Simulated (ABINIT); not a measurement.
# Mg (Fm-3m) in ABINIT: equation of state

Aim: energy against volume of Mg in PBE, for its equilibrium volume and stiffness.

Everything below comes from runs of ABINIT 10.8.3 (patched build). Logs are shortened: lines on timing, memory, paths and dates and some standing lists are left out, and cuts for length are marked. The log counts tension as positive stress, the text compression.

## (1) The structure

The structure is cubic, space group Fm-3m (No. 225). Conventional cell: a = 4.489 Å, b = 4.489 Å, c = 4.489 Å, α = 90.00°, β = 90.00°, γ = 90.00°. Mg (site symmetry m-3m) is surrounded by 12 Mg at 3.17 Å.

This isn't the form of Mg at room conditions, which is hcp.

## (2) Equation of state, PBE

File run.abi:

```
# Datasets: one volume each
ndtset 7
getwfk -1
scalecart1 3*0.9795861087
scalecart2 3*0.9864848297
scalecart3 3*0.9932883884
scalecart4 3*1.0000000000
scalecart5 3*1.0066227096
scalecart6 3*1.0131594038
scalecart7 3*1.0196128224

# Pseudopotentials
pp_dirpath "./"
pseudos "Mg.GGA_PBE-JTH.xml"

# Structure
acell 3.1738572726 3.1738572726 3.1738572726 Angstrom
rprim
     0.0000000000     0.7071067812     0.7071067812
     0.7071067812     0.0000000000     0.7071067812
     0.7071067812     0.7071067812     0.0000000000
ntypat 1
znucl 12
natom 1
typat 1
xred
     0.0000000000     0.0000000000     0.0000000000

# Plane-wave basis
ecut 19.0
pawecutdg 38.0

# k points
kptopt 1
ngkpt 10 10 10
nshiftk 1
shiftk 0.0 0.0 0.0

# Exchange and correlation
ixc 11

# Bands and occupations
nband 9
occopt 3
tsmear 0.05 eV

# SCF cycle
nstep 100
tolvrs 1.0e-9

# Output
iomode 3
prtwf 1
prtden 0
prteig 0
prtebands 0
enunit 2
```

Potentials or basis: JTH PAW PBE v2.0.

Started as:

```console
$ abinit run.abi > log 2>&1
```

run.abo:

```text
.Version 10.8.3 of ABINIT
 DATASET    1 : space group Fm -3 m (#225); Bravais cF (face-center cubic)
================================================================================
 Values of the parameters that define the memory need for DATASET  1.
     intxc =       0    ionmov =       0      iscf =      17    lmnmax =       8
     lnmax =       4     mgfft =      24  mpssoang =       2    mqgrid =    3001
     natom =       1  nloc_mem =       2    nspden =       1   nspinor =       1
    nsppol =       1      nsym =      48    n1xccc =       1    ntypat =       1
    occopt =       3   xclevel =       2
       mpw =         576          nfft =       13824          nkpt =          47
 PAW method is used; the additional fine FFT grid is defined by:
   mgfftf=        36    nfftf =     46656
================================================================================
================================================================================
[... 71 lines left out ...]
 DATASET    7 : space group Fm -3 m (#225); Bravais cF (face-center cubic)
================================================================================
 Values of the parameters that define the memory need for DATASET  7.
     intxc =       0    ionmov =       0      iscf =      17    lmnmax =       8
     lnmax =       4     mgfft =      24  mpssoang =       2    mqgrid =    3001
     natom =       1  nloc_mem =       2    nspden =       1   nspinor =       1
    nsppol =       1      nsym =      48    n1xccc =       1    ntypat =       1
    occopt =       3   xclevel =       2
       mpw =         652          nfft =       13824          nkpt =          47
 PAW method is used; the additional fine FFT grid is defined by:
   mgfftf=        36    nfftf =     46656
================================================================================
================================================================================

--------------------------------------------------------------------------------
------------- Echo of variables that govern the present computation ------------
--------------------------------------------------------------------------------
 -outvars: echo values of preprocessed input variables --------
            acell      5.9977210079E+00  5.9977210079E+00  5.9977210079E+00 Bohr
              amu      2.43050000E+01
             ecut      1.90000000E+01 Hartree
           enunit           2
           getwfk          -1
              ixc          11
           jdtset        1    2    3    4    5    6    7
         kptrlatt       10    0    0      0   10    0      0    0   10
          kptrlen1     5.87528418E+01
          kptrlen2     5.91666079E+01
          kptrlen3     5.95746663E+01
          kptrlen4     5.99772101E+01
          kptrlen5     6.03744217E+01
          kptrlen6     6.07664744E+01
          kptrlen7     6.11535324E+01
            natom           1
            nband           9
           ndtset           7
            ngfft          24      24      24
          ngfftdg          36      36      36
             nkpt          47
            nstep         100
             nsym          48
           ntypat           1
           occopt           3
        pawecutdg      3.80000000E+01 Hartree
         pawxcdev           0
           prtden           0
        prtebands           0
           prteig           0
            rprim1     0.0000000000E+00  6.9267198023E-01  6.9267198023E-01
                       6.9267198023E-01  0.0000000000E+00  6.9267198023E-01
                       6.9267198023E-01  6.9267198023E-01  0.0000000000E+00
            rprim2     0.0000000000E+00  6.9755011263E-01  6.9755011263E-01
                       6.9755011263E-01  0.0000000000E+00  6.9755011263E-01
                       6.9755011263E-01  6.9755011263E-01  0.0000000000E+00
            rprim3     0.0000000000E+00  7.0236095512E-01  7.0236095512E-01
                       7.0236095512E-01  0.0000000000E+00  7.0236095512E-01
                       7.0236095512E-01  7.0236095512E-01  0.0000000000E+00
            rprim4     0.0000000000E+00  7.0710678120E-01  7.0710678120E-01
                       7.0710678120E-01  0.0000000000E+00  7.0710678120E-01
                       7.0710678120E-01  7.0710678120E-01  0.0000000000E+00
            rprim5     0.0000000000E+00  7.1178974407E-01  7.1178974407E-01
                       7.1178974407E-01  0.0000000000E+00  7.1178974407E-01
                       7.1178974407E-01  7.1178974407E-01  0.0000000000E+00
            rprim6     0.0000000000E+00  7.1641188486E-01  7.1641188486E-01
                       7.1641188486E-01  0.0000000000E+00  7.1641188486E-01
                       7.1641188486E-01  7.1641188486E-01  0.0000000000E+00
            rprim7     0.0000000000E+00  7.2097514092E-01  7.2097514092E-01
                       7.2097514092E-01  0.0000000000E+00  7.2097514092E-01
                       7.2097514092E-01  7.2097514092E-01  0.0000000000E+00
          spgroup         225
           tolvrs      1.00000000E-09
           tsmear      1.83746611E-03 Hartree
            typat      1
           useylm           1
            znucl       12.00000

================================================================================

 chkinp: Checking input parameters for consistency, jdtset=   1.

 chkinp: Checking input parameters for consistency, jdtset=   2.

 chkinp: Checking input parameters for consistency, jdtset=   3.

 chkinp: Checking input parameters for consistency, jdtset=   4.
[... 31 lines left out ...]
 getcut: wavevector=  0.0000  0.0000  0.0000  ngfft=  24  24  24
         ecut(hartree)=     19.000   => boxcut(ratio)=   2.08181

 Fine grid specifications (used for densities):

 getcut: wavevector=  0.0000  0.0000  0.0000  ngfft=  36  36  36
         ecut(hartree)=     38.000   => boxcut(ratio)=   2.20809

 getcut : COMMENT -
  Note that boxcut > 2.2 ; recall that boxcut=Gcut(box)/Gcut(sphere) = 2
  is sufficient for exact treatment of convolution.
  Such a large boxcut is a waste : you could raise ecut
  e.g. ecut=   46.318769 Hartrees makes boxcut=2

--- Pseudopotential description ------------------------------------------------
- pspini: atom type   1  psp file is ./Mg.GGA_PBE-JTH.xml
 Pseudopotential format is: paw10
 basis_size (lnmax)=  4 (lmn_size=  8), orbitals=   0   0   1   1
 Spheres core radius: rc_sph= 1.90157919
 Shapefunction is SIN type: shapef(r)=[sin(pi*r/rshp)/(pi*r/rshp)]**2
 Radius for shape functions =  1.70710089
 Compensation charge density is not taken into account in XC energy/potential

   1.15999309E+02                                ecore*ucvol(ha*bohr**3)
--------------------------------------------------------------------------------

[... 7 lines left out ...]

     iter   Etot(hartree)      deltaE(h)  residm     nres2
 ETOT  1  -62.598322854801    -6.260E+01 1.862E+01 1.529E+00
 ETOT  2  -63.578400253092    -9.801E-01 1.300E-02 5.540E-01
 ETOT  3  -63.574262656300     4.138E-03 4.255E-03 9.296E-02
 ETOT  4  -63.573806117038     4.565E-04 1.410E-03 1.018E-02
 ETOT  5  -63.573790483779     1.563E-05 7.343E-04 1.667E-05
 ETOT  6  -63.573791623137    -1.139E-06 2.221E-04 2.000E-06
 ETOT  7  -63.573791611708     1.143E-08 3.131E-05 7.267E-08
 ETOT  8  -63.573791612050    -3.420E-10 9.875E-05 4.277E-09
 ETOT  9  -63.573791612031     1.929E-11 6.438E-06 5.826E-11
[... 1197 lines left out ...]
 Cartesian components of stress tensor (hartree/bohr^3)
  sigma(1 1)=  5.17287502E-05  sigma(3 2)=  0.00000000E+00
  sigma(2 2)=  5.17287502E-05  sigma(3 1)=  0.00000000E+00
  sigma(3 3)=  5.17287502E-05  sigma(2 1)=  0.00000000E+00

-Cartesian components of stress tensor (GPa)         [Pressure= -1.5219E+00 GPa]
- sigma(1 1)=  1.52191237E+00  sigma(3 2)=  0.00000000E+00
- sigma(2 2)=  1.52191237E+00  sigma(3 1)=  0.00000000E+00
- sigma(3 3)=  1.52191237E+00  sigma(2 1)=  0.00000000E+00

== END DATASET(S) ==============================================================
================================================================================

 -outvars: echo values of variables after computation  --------
            acell      5.9977210079E+00  5.9977210079E+00  5.9977210079E+00 Bohr
           etotal1    -6.3573791612E+01
           etotal2    -6.3574102912E+01
           etotal3    -6.3574318669E+01
           etotal4    -6.3574446109E+01
           etotal5    -6.3574495903E+01
           etotal6    -6.3574476949E+01
           etotal7    -6.3574388552E+01
            fcart1    -0.0000000000E+00 -0.0000000000E+00 -0.0000000000E+00
            fcart2    -0.0000000000E+00 -0.0000000000E+00 -0.0000000000E+00
            fcart3    -0.0000000000E+00 -0.0000000000E+00 -0.0000000000E+00
            fcart4    -0.0000000000E+00 -0.0000000000E+00 -0.0000000000E+00
            fcart5    -0.0000000000E+00 -0.0000000000E+00 -0.0000000000E+00
            fcart6    -0.0000000000E+00 -0.0000000000E+00 -0.0000000000E+00
            fcart7    -0.0000000000E+00 -0.0000000000E+00 -0.0000000000E+00
            rprim1     0.0000000000E+00  6.9267198023E-01  6.9267198023E-01
                       6.9267198023E-01  0.0000000000E+00  6.9267198023E-01
                       6.9267198023E-01  6.9267198023E-01  0.0000000000E+00
            rprim2     0.0000000000E+00  6.9755011263E-01  6.9755011263E-01
                       6.9755011263E-01  0.0000000000E+00  6.9755011263E-01
                       6.9755011263E-01  6.9755011263E-01  0.0000000000E+00
            rprim3     0.0000000000E+00  7.0236095512E-01  7.0236095512E-01
                       7.0236095512E-01  0.0000000000E+00  7.0236095512E-01
[... 9 lines left out ...]
                       7.1641188486E-01  7.1641188486E-01  0.0000000000E+00
            rprim7     0.0000000000E+00  7.2097514092E-01  7.2097514092E-01
                       7.2097514092E-01  0.0000000000E+00  7.2097514092E-01
                       7.2097514092E-01  7.2097514092E-01  0.0000000000E+00
           strten1    -1.0443187986E-04 -1.0443187986E-04 -1.0443187986E-04
                       0.0000000000E+00  0.0000000000E+00  0.0000000000E+00
           strten2    -7.1374298636E-05 -7.1374298636E-05 -7.1374298636E-05
                       0.0000000000E+00  0.0000000000E+00  0.0000000000E+00
           strten3    -4.1236599269E-05 -4.1236599269E-05 -4.1236599269E-05
                       0.0000000000E+00  0.0000000000E+00  0.0000000000E+00
           strten4    -1.4824003102E-05 -1.4824003102E-05 -1.4824003102E-05
                       0.0000000000E+00  0.0000000000E+00  0.0000000000E+00
           strten5     8.9029350796E-06  8.9029350796E-06  8.9029350796E-06
                       0.0000000000E+00  0.0000000000E+00  0.0000000000E+00
           strten6     3.0966454621E-05  3.0966454621E-05  3.0966454621E-05
                       0.0000000000E+00  0.0000000000E+00  0.0000000000E+00
           strten7     5.1728750168E-05  5.1728750168E-05  5.1728750168E-05
                       0.0000000000E+00  0.0000000000E+00  0.0000000000E+00
 Calculation completed.
```

Run time: 34 s. Hardware: 1 thread of Arm Neoverse V1, shared host; peak memory 0.12 GiB.

What came out:

| Item | Value |
| --- | --- |
| Equilibrium volume | 23.14 Å³/atom |
| Bulk modulus | 35 GPa |
| Pressure derivative of the bulk modulus | 3.9 (rough: it moves with the points fitted) |

Energy against volume, from the lowest point:
```
volume (Å³/atom)  energy (meV/atom)
          21.251              19.16
          21.703              10.69
          22.155               4.82
          22.607               1.35
          23.059               0.00
          23.512               0.52
          23.964               2.92
```

Caveat: pressures at fixed basis lie under the slope of the energies.
